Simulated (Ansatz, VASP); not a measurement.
**AlSi53C54 (Al_Si): VASP beside Ansatz**

One calculation is typed for both programs; each brings its own data sets. How far apart do they land? The cell is taken from a series of runs on this material, whose earlier steps may have relaxed, scaled, displaced or heated it; both programs get it as it stands.

Calculated with Ansatz 0.2.0; plane waves, with VASP 6.6.1 beside it; single point at r2SCAN.

## Step 1: Set-up

The cell holds 108 atoms: 53 Si, 54 C and 1 Al. Its edges and angles: a = 9.236 Å, b = 9.236 Å, c = 15.108 Å, α = 90.0°, β = 90.0°, γ = 120.0°. It derives from SiC (SiC (P6_3mc)). Nearest the centre at fractional (0.667, 0.667, 0.500): Al108 at 0.02 Å, C82 at 1.96 Å, C106 at 1.96 Å, C103 at 1.98 Å, C88 at 2.00 Å, Si47 at 3.06 Å, Si17 at 3.07 Å, Si29 at 3.08 Å.

## Step 2: Ansatz: single point, r2SCAN

Ansatz runs on its PAW soft_1 files.

With cell and atoms fixed, the geometry can't cause a difference; cores, projectors, grids and the points listed under the comparison can.

File input.yaml:

```yaml
crystal:
  checkpoint: "../q0_M1.relax.run"
  host: checkpoint
basis:
  ecutwfc: 500
  xc_grid: 2
hamiltonian:
  xc: r2scan
  pseudopotentials: { kind: paw, azcp: { folder: soft_1 } }
kpoints:
  mp_grid: { grid: [2, 2, 2], shift: [0.5, 0.5, 0.5] }
magnetization:
  spin_polarized: true
  initial_magnetization: 1
  spin_locking: { lock_magnetization: hard }
scf:
  occupations: { method: fermi_dirac, width: 0.01 }
  max_iter: 100
output:
  forces: true
  eigenvalues: true
  charged_corrections:
    epsilon: [7.09, 7.09, 7.35]
    static_epsilon: [10.43, 10.43, 10.95]
    defect_position: [0.666667, 0.666667, 0.499722]
  eigenstates: { localisation: true }
  populations: true
  efg: {}
checkpoint:
  read: "../q0_M1.relax.run"
  write: "../q0_M1.point.run"
  compress: false
  write_wavefunctions: false
  write_every: 100000
```

The run is started by

```sh
ansatz run input.yaml --threads 4 --pin off --max-ram 15073MiB --backend cpu --events-out ev --progress --plain --runs-dir out
```

Numbers of over 12 decimals in the logs are rounded to 6 here.

The log of the run:

```text
Warning: This run holds its total moment fixed (magnetization.spin_locking.lock_magnetization: hard) and mixes its density by anderson or broyden (scf.mixing.algorithm, typed or taken by auto). Slabs with a fixed moment have converged under broyden above another state at the same moment, at the default mixing steps and at smaller ones, and under scf.lower_state_search: standard, light or off a state that such a mixer [...]
crystal.checkpoint: the structure is that of <dir>, a `relax` run, at its step 7: its result, under r2scan at a charge of 0 e; 108 atoms read, 0 with a starting moment; crystal.structure_sha256 for this input is
Engine: ansatz 0.2.0, aarch64-unknown-linux-gnu
Pseudopotentials: kind: paw
Pseudopotential: Si, paw, valence charge 4, recommended cutoff 500 eV (meta_gga), soft_1/Si.paw.azcp
Pseudopotential: C, paw, valence charge 4, recommended cutoff 500 eV (meta_gga), soft_1/C.paw.azcp
Pseudopotential: Al, paw, valence charge 3, recommended cutoff 500 eV (meta_gga), soft_1/Al.paw.azcp
Functional definition: r2SCAN
  parameter k0 = 0.174
  parameter k1 = 0.065
  parameter a1 = 4.9479
  exchange = r2scan_x(k0 = k0, k1 = k1, a1 = a1)
  correlation = r2scan_c
Crystal: 108 atoms, lattice volume = 1116.095 Å³
Basis set: ecut = 500 eV, 28399 PW (Γ), exchange–correlation on 144×144×240 points (8 copies of the dense FFT grid, shifted against one another)
Bands: 324, of which v1, the nominal top of the filled ones, is band 216 counted from 1 (215 counted from 0)
Symmetry: 1 space group operations
Space group: P1 (ITA 1), of the structure as read, at distance tolerance 1.0e-4 Å
Magnetic group: BNS 1.1 (UNI 1), of the structure as read, at distance tolerance 1.0e-4 Å
k-points: 4 of 8 (time reversal used)
Non-local potential: Si, projectors of the file, l = 0: 2, l = 1: 2, l = 2: 1
Non-local potential: C, projectors of the file, l = 0: 2, l = 1: 2, l = 2: 1
Non-local potential: Al, projectors of the file, l = 0: 2, l = 1: 2, l = 2: 1
PAW form: soft (Blöchl's): semilocal exchange-correlation on the pseudo side does not see the compensation charge
PAW frozen core: Si, regenerated for the run's functional (the file was generated under x = pbe(κ = 0.804, μ = 0.219515), c = pbe(β = 0.066725))
PAW frozen core: C, regenerated for the run's functional (the file was generated under x = pbe(κ = 0.804, μ = 0.219515), c = pbe(β = 0.066725))
PAW frozen core: Al, regenerated for the run's functional (the file was generated under x = pbe(κ = 0.804, μ = 0.219515), c = pbe(β = 0.066725))
PAW one-centre angular grid: Si, 302 points (default); XC on 160 Gauss nodes
PAW one-centre angular grid: C, 302 points (default); XC on 219 of its mesh's 2255 points in the sphere
PAW one-centre angular grid: Al, 302 points (default); XC on 160 Gauss nodes
Initial density: read from a saved state, or passed on in memory by an earlier SCF of this step, an earlier step, the calling program or the single point that the run made first
Stability of the state it starts from, as read at its close in the collinear treatment: not read, because the mixer in use, unlike msr1, does not test its closes by its own steps (another_mixer); its run was given moments
Starting moments: Σ|m| = 1 μB on 108 of 108 sites; this step starts from the density that it was given
Initial wavefunctions: pseudopotential atomic-orbital guess — the wavefunctions supplied were not used: k-point sampling differs
Functional: x = r2scan, c = r2scan; τ floored in thin density (d = 2e-4 eV/Å³)
iter 1 solved again at ethr=3.09e-5 eV; its pass at ethr=3.10e-3 eV (dr2=1.33e-1 eV) is discarded
SCF iter   1: F=—  HF=-48031.445410 eV  |F-HF|=—  |Δ(HF+E_count)|=         —  Δρ=2.09e-3 (↑1.52e-3 ↓2.09e-3)  dr2=1.30e-1  dr2_τ=1.67e-3  dr2_m=9.55e-3  M=1.000 μB ∫|m|=1.152 μB  β_m=1.20  ethr=3.09e-5  ⟨swp⟩=8.8  Hψ=19012  notcnv=0  defer=2
preconditioner: auto → Resta (q_TF=auto, 2.328 Å⁻¹)  ε∞=4.3  [insulator: Δε(μ)=0.030 eV  Ē_g=12.734 eV  σ=0.010 eV  W_gap=0.63  n_scr=244 (ndim 8)  ℏωp=23.1 eV  f_vac=0.000  D(μ)=11.28/eV (n_scr^D=36)  ε∞_Penn≈4.3]
spin=Collinear: Resta preconditioning applied to the charge; magnetization (m = ρ↑ − ρ↓) channel mixes plain (no charge-response kernel on spin).
SCF iter   2: F=—  HF=-48031.454841 eV  |F-HF|=—  |Δ(HF+E_count)|=   9.43e-3  Δρ=1.20e-3 (↑1.09e-3 ↓1.20e-3)  dr2=6.43e-2  dr2_τ=1.50e-4  dr2_m=2.85e-4  M=1.000 μB ∫|m|=1.146 μB  β_m=1.20  ethr=3.02e-5  ⟨swp⟩=4.9  Hψ=5467  notcnv=0  κ⁻¹=1.0e0(r=1)
[...]
k-point 3 ↓: bands = [... 212 lower, 9.0705, 9.1560, 9.2484, 9.4256, 12.0175, 12.2073, 12.6882, 12.7095, ... 104 higher]
--- Löwdin populations: 108 sites ---
  site symbol       q [e]    m [muB]
     0     Si      2.9328    -0.0017
     1     Si      2.9331    -0.0014
     2     Si      2.9458    -0.0053
     3     Si      2.9475    -0.0005
     4     Si      2.9388    -0.0060
     5     Si      2.9467    -0.0009
     6      C      4.9826     0.0083
     7      C      4.9784     0.0167
     8      C      4.9647     0.0154
     9      C      4.9696     0.0063
    10      C      4.9597     0.0556
    11      C      4.9721     0.0043
    12     Si      2.9326    -0.0017
    13     Si      2.9335    -0.0019
    14     Si      2.9474    -0.0030
    15     Si      2.9472    -0.0005
    16     Si      2.9468    -0.0030
    17     Si      2.9472    -0.0007
    18      C      4.9817     0.0087
    19      C      4.9802     0.0139
    20      C      4.9654     0.0163
    21      C      4.9691     0.0057
    22      C      4.9652     0.0227
    23      C      4.9718     0.0048
[...]
100     Al      2.0826     0.0111
   101     Si      2.9467    -0.0008
   102      C      4.9823     0.0074
   103      C      5.0480     0.0453
   104      C      4.9645     0.0170
   105      C      4.9685     0.0123
   106      C      5.0278     0.0896
   107      C      4.9714     0.0058
  spilling = 0.010105 (of n_electrons = 431.000000)
```

## Step 3: VASP: single point, r2SCAN

The same cell, functional, mesh and smearing now go to VASP, with its own data sets.

Lines of VASP's logs that name or quote its potential files are left out, and so is its time.

File INCAR:

```
SYSTEM = AlSi53C54
PREC = Accurate
ENCUT = 580
EDIFF = 1E-06
NELM = 200
ISMEAR = -1
SIGMA = 0.01
LREAL = Auto
ALGO = Normal
METAGGA = R2SCAN
LASPH = .TRUE.
NBANDS = 291
ISPIN = 2
MAGMOM = -0 0 -0 0 0 0 -0 0 -0 0 0 0 -0 0 -0 0 0 0 -0 0 -0 0 -0 0 -0 0 0 0 0 0 0 0 0 0 0 0 -0 0 -0 0 0 0 -0 0 0 0 0 0 -0 0 0 0 0 0.01 0.01 0.01 0 0.04 0 0.01 0.01 0.01 0 0.01 0 0 0.01 0.02 0 0.04 0 0.01 0.01 0.02 0 0.04 0 0.01 0.01 0.01 0.01 0.05 0 0.01 0.01 0.03 0.01 0.07 0 0.01 0.01 0.01 0 0.01 0 0 0.01 0.01 0 0.02 0 0 0.03 0.01 0.01 0.05 0 0.01
LORBIT = 11
LWAVE = .FALSE.
LCHARG = .FALSE.
ISIF = 2
ISYM = 0
NUPDOWN = 1
GGA_COMPAT = .FALSE.
LMIXTAU = .TRUE.
```

File POSCAR:

```
AlSi53C54
1.0
    9.2359949282      0.0000000000      0.0000000000
   -4.6179974641      7.9986062370      0.0000000000
    0.0000000000      0.0000000000     15.1078644027
Si C Al
53 54 1
Direct
    0.1119282055      0.2213095304      0.8328216022
    0.2216743527      0.1122523286      0.3328809030
[... 2 atom lines left out ...]
    0.0002596093      0.9994378824      0.4999288477
[... 2 atom lines left out ...]
    0.2218394898      0.4453131306      0.3329529720
    0.2228109478      0.4441229088      0.6661766267
[... 7 atom lines left out ...]
    0.9990498076      0.6676263215      0.4997298242
[... 2 atom lines left out ...]
    0.5550082575      0.1124486542      0.3328041189
[... 5 atom lines left out ...]
    0.5551218898      0.4465270767      0.3321570172
    0.5554423995      0.4424284477      0.6660703209
[... 1 atom line left out ...]
    0.3342020839      0.3332337535      0.5000004440
[... 2 atom lines left out ...]
    0.5554739294      0.7786317210      0.3318216628
    0.5560148041      0.7771451690      0.6665151769
[... 1 atom line left out ...]
    0.3327210629      0.6667622428      0.4991985058
[... 2 atom lines left out ...]
    0.8884855958      0.1120064872      0.3329971345
    0.8891690487      0.1104864279      0.6661575838
[... 1 atom line left out ...]
    0.6662792804      0.0007249580      0.4992898964
[... 2 atom lines left out ...]
    0.8881083510      0.4456600398      0.3330199855
    0.8890226185      0.4441976067      0.6662593779
[... 1 atom line left out ...]
    0.6653142550      0.3341624744      0.4998408908
[... 2 atom lines left out ...]
    0.8874681354      0.7788895928      0.3322071452
    0.8908337615      0.7777300976      0.6661453296
[... 3 atom lines left out ...]
    0.9993987829      0.0011879307      0.3742833987
[... 2 atom lines left out ...]
    0.2217405504      0.1116681377      0.5415966829
[... 5 atom lines left out ...]
    0.2217700757      0.4447895812      0.5413995451
[... 2 atom lines left out ...]
    0.9989992641      0.6681489880      0.3742896760
    0.1125752105      0.8887933622      0.7091446574
[... 1 atom line left out ...]
    0.2215121153      0.7784111416      0.5416690244
[... 3 atom lines left out ...]
    0.4445423539      0.2208326152      0.7091076099
[... 1 atom line left out ...]
    0.5550489251      0.1120947420      0.5416440631
[... 2 atom lines left out ...]
    0.3327552702      0.3344728578      0.3743526331
    0.4448010040      0.5547576808      0.7080639579
    0.5546576143      0.4440756355      0.2070313487
    0.5500721443      0.4360560723      0.5436172266
[... 2 atom lines left out ...]
    0.3325628307      0.6679641643      0.3740727485
    0.4445297994      0.8887716312      0.7088146717
    0.5545402359      0.7789382851      0.2068630979
    0.5490930976      0.7844731320      0.5436296867
[... 2 atom lines left out ...]
    0.6658370182      0.0013614642      0.3740713735
[... 2 atom lines left out ...]
    0.8885475536      0.1116150163      0.5413904334
[... 2 atom lines left out ...]
    0.6656842992      0.3349128646      0.3743474786
    0.7782175542      0.5550065048      0.7080435275
[... 1 atom line left out ...]
    0.8883943598      0.4449641204      0.5414148940
[... 2 atom lines left out ...]
    0.6656038828      0.6685251459      0.3685453307
    0.7785453675      0.8884541200      0.7080650393
    0.8894397553      0.7788169125      0.2069629829
    0.8978916837      0.7836052947      0.5436309309
[... 1 atom line left out ...]
    0.6671168453      0.6658092530      0.4987094305
```

File KPOINTS:

```
Points of the shifted mesh
8
Reciprocal
 0.2500000000  0.2500000000  0.2500000000 1
 0.2500000000  0.2500000000  0.7500000000 1
 0.2500000000  0.7500000000  0.2500000000 1
 0.2500000000  0.7500000000  0.7500000000 1
 0.7500000000  0.2500000000  0.2500000000 1
 0.7500000000  0.2500000000  0.7500000000 1
 0.7500000000  0.7500000000  0.2500000000 1
 0.7500000000  0.7500000000  0.7500000000 1
```

Potentials, in the order of the species: Si, C and Al (PBE family, release 64).

The run is started by

```sh
export OMP_NUM_THREADS=3
mpirun -np 1 vasp_std
```

The log of the run:

```text
[banner, memory and clock lines left out]
running    1 mpi-ranks, on    1 nodes
[...]
Offloading initialized ...    1 GPUs detected
[...]
|                                                                             |
|               ----> ADVICE to this user running VASP <----                  |
|                                                                             |
|     You enforced a specific xc type in the INCAR file but a different       |
|     [... a line on the potential file left out ...]
|     I HOPE YOU KNOW WHAT YOU ARE DOING!                                     |
|                                                                             |

 LDA part: xc-table for (None), standard interpolation
 POSCAR, INCAR and KPOINTS ok, starting setup
[...]
entering main loop
       N       E                     dE             d eps       ncg     rms          rms(c)
DAV:   1     0.122123780176E+04    0.12212E+04   -0.21698E+05  9312   0.151E+03
DAV:   2    -0.103562713098E+04   -0.22569E+04   -0.21307E+04 11400   0.257E+02
DAV:   3    -0.119760567476E+04   -0.16198E+03   -0.16007E+03 11376   0.639E+01
DAV:   4    -0.120130368317E+04   -0.36980E+01   -0.36804E+01 11232   0.105E+01
[...]
DAV:  16    -0.104000466528E+04    0.18437E-05   -0.11523E-05 11264   0.672E-03    0.929E-03
DAV:  17    -0.104000466209E+04    0.31825E-05   -0.29365E-06  7528   0.314E-03    0.515E-03
DAV:  18    -0.104000466126E+04    0.83577E-06   -0.99505E-07  5656   0.172E-03
   1 F= -.10400047E+04 E0= -.10400028E+04  d E =-.365154E-02  mag=     0.9989
```

Parts of OUTCAR (step 3):

```text
  FREE ENERGIE OF THE ION-ELECTRON SYSTEM (eV)
  ---------------------------------------------------
  free  energy   TOTEN  =     -1040.0046612574 eV

  energy  without entropy=    -1040.0010097213  energy(sigma->0) =    -1040.00283549

 magnetization (x)
# of ion       s       p       d       tot
------------------------------------------
    1       -0.000  -0.000   0.000  -0.001
    2       -0.000   0.001   0.000   0.000
    3       -0.001  -0.001   0.000  -0.002
    4       -0.000   0.000   0.000   0.000
    5       -0.001   0.001   0.000  -0.000
    6       -0.000  -0.000   0.000  -0.000
    7       -0.000  -0.000   0.000  -0.001
    8       -0.000   0.000   0.000  -0.000
    9       -0.001  -0.001   0.000  -0.001
   10       -0.000   0.000   0.000   0.000
   11       -0.001  -0.000   0.000  -0.001
   12       -0.000   0.000   0.000  -0.000
   13       -0.000  -0.001   0.000  -0.001
[...]
--------------------------------------------------
tot          0.009   0.589   0.000   0.598
```

The run ends at a pressure of 0.34 GPa, with forces up to 0.50 eV/Å.

## Step 4: Differences

Known differences besides the potentials themselves: VASP starts from the moments at which Ansatz ended; VASP keeps PBE cores, Ansatz makes them for the functional; the cutoff is 500 eV in Ansatz and 580 eV in VASP (PREC = Accurate, projectors in real space); site moments are counted in spheres of each program's own size. Total energies have different zeros and are not compared.

Compared:

| quantity | Ansatz | VASP | difference |
| --- | --- | --- | --- |
| total moment, fixed by the input (μB) | 1.00 | 1.00 | 0.00 |
| moment on C88 (μB) | 0.07 | 0.07 | +0.01 |
| moment on C106 (μB) | 0.05 | 0.05 | 0.00 |

Forces on 8 of the 108 atoms, those with the largest forces and the largest differences (eV/Å; atoms numbered as in POSCAR):

| atom | Ansatz x, y, z | VASP x, y, z |
| --- | --- | --- |
| Si29 | -0.226, 0.140, -0.082 | -0.224, 0.146, -0.081 |
| Si35 | 0.020, 0.285, 0.181 | 0.021, 0.282, 0.180 |
| Si41 | -0.169, -0.149, 0.153 | -0.170, -0.150, 0.153 |
| C82 | 0.228, -0.216, 0.047 | 0.228, -0.209, 0.047 |
| C88 | 0.276, -0.182, -0.085 | 0.283, -0.186, -0.087 |
| C103 | 0.101, -0.087, -0.044 | 0.101, -0.087, -0.035 |
| C106 | 0.233, -0.137, 0.032 | 0.227, -0.139, 0.032 |
| Al108 | -0.392, 0.308, 0.025 | -0.393, 0.306, 0.018 |

The forces differ by 1.9 meV/Å r.m.s., which is 3.0 % of the r.m.s. force of 0.064 eV/Å (both taken over all components).

## Step 5: What came out

```json
{"r.m.s. force difference (single point, r2SCAN)": "1.9 meV/Å"}
```

What this shows: The r.m.s. force difference is 1.9 meV/Å (single point, r2SCAN), within the 12 meV/Å picked in this series as the mark of a large difference. Such differences can come from data sets, numerical settings and the points named under the comparisons, not from the functional's error against experiment.

[Lines on the potential files, build, host, timing and source positions are cut from VASP's logs without a mark.]

[Logs are printed without paths, hosts, clocks, repeated set-up lines and the standing remarks that a program may print on its own settings, such as how far it seeks lower states.]

[Hosts, paths, dates, database ids (printed as entryN), source tags and the programs' standing remarks are cut or masked in the printed files.]
